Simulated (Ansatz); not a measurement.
# Hg: energies, forces and stress near the listed structure

How do energy, forces, pressure and gap of Hg change under further strains and shifts? Each case is one self-consistent run.

Program: Ansatz 0.2.0. Level of theory: DFT PBE, scalar-relativistic, plane waves, PAW. These are calculated values, not measurements.

## (1) The system as given

Symmetry: I4/mmm, No. 139, tetragonal system. Conventional cell: a = 4.139 Å, b = 4.139 Å, c = 3.605 Å, α = 90.00°, β = 90.00°, γ = 90.00°. Around Hg (site symmetry 4/mmm) lie 10 Hg at 3.44 to 3.60 Å.

Structure file:

```cif
data_structure
_symmetry_space_group_name_H-M 'I4/mmm'
_symmetry_Int_Tables_number 139
_cell_length_a 4.1394
_cell_length_b 4.1394
_cell_length_c 3.6045
_cell_angle_alpha 90.000
_cell_angle_beta 90.000
_cell_angle_gamma 90.000
_cell_volume 61.76
loop_
_atom_site_label
_atom_site_type_symbol
_atom_site_symmetry_multiplicity
_atom_site_Wyckoff_symbol
_atom_site_fract_x
_atom_site_fract_y
_atom_site_fract_z
_atom_site_occupancy
Hg1 Hg 2 a 0.00000 0.00000 0.00000 1
```

The structure comes from the Materials Project (structure only).

## (2) A distortion of lower symmetry

What differs from the listed cell: strain xx, yy, zz, yz, xz, xy = +1.9, +1.9, +3.0, -2.8, -2.8, +6.0 %.

Contents of input.yaml:

```yaml
crystal:
  lattice:
    - [-2.0357966401, 1.9334644309, 1.8563617852]
    - [1.9334644309, -2.0357966401, 1.8563617852]
    - [2.2841600401, 2.2841600401, -1.9738790673]
  atoms:
    - { symbol: Hg, position: [0.0, 0.0, 0.0] }
basis:
  ecutwfc: 420
kpoints:
  mp_grid: { grid: [14, 14, 12] }
hamiltonian:
  xc: pbe
scf:
  occupations: { method: gaussian, width: 0.1 }
output:
  forces: true
  stress: true
  eigenvalues: true
```

Command:

```console
$ ansatz run input.yaml --threads 1 --pin off --max-ram 1331MiB --backend cpu --events-out ev --progress --plain --runs-dir out
```

## (3) A distortion of lower symmetry

Contents of input.yaml:

```yaml
crystal:
  lattice:
    - [-1.9788767834, 2.1898821886, 1.8506306047]
    - [1.9788767834, -2.1898821886, 1.8506306047]
    - [2.1726416293, 2.3836470346, -1.8506306047]
  atoms:
    - { symbol: Hg, position: [0.0, 0.0, 0.0] }
basis:
  ecutwfc: 420
kpoints:
  mp_grid: { grid: [14, 14, 14] }
hamiltonian:
  xc: pbe
scf:
  occupations: { method: gaussian, width: 0.1 }
output:
  forces: true
  stress: true
  eigenvalues: true
```

Before running it: what results should come out? Wanted: for each run, case; energy; pressure; largest force.

The runs gave:

```
step                            case  energy (meV/atom)  pressure (GPa)  largest force (eV/Å)  gap on the mesh (eV)
   2  a distortion of lower symmetry               +0.0            -0.5                  0.00                  0.00
   3  a distortion of lower symmetry              +4.8*            -0.5                  0.00                  0.00
```

Energies are counted from step 2, with the smearing taken to zero; a star marks another k mesh, which can shift energies by itself, so starred rows don't rank against the others. A gap of 0.00 means none on the mesh at this level.

The distorted cells of the listed formula and level show no gap on the mesh. Spin-orbit coupling is left out for Hg.
